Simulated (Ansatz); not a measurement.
Computed with DFT, RPBE, plane waves (420 eV) with PAW, scalar-relativistic in Ansatz. The PAW files were generated under PBE, with cores re-solved for the functional.

An element in the diamond structure gives this curve. The cell is scaled uniformly from the relaxed one, with fractional coordinates and shape fixed. Energies are extrapolated to zero smearing, pressures are those at the given smearing. Magnetic state: spin not included.

| V (Å³/atom) | E − E₀ (meV/atom) | P (GPa) |
| --- | --- | --- |
| 23.426 | 45.8 | 5.34 |
| 24.490 | 18.3 | 3.13 |
| 25.555 | 4.0 | 1.37 |
| 26.620 | 0.1 | 0.01 |
| 27.685 | 4.1 | -1.05 |
| 28.750 | 14.4 | -1.90 |
| 29.814 | 29.8 | -2.57 |

Which element is it?
A. tantalum
B. aluminium
C. gallium
D. arsenic

C. Its fit is V₀ = 26.57 Å³/atom, B₀ = 30 GPa, B₀′ = 5.1.
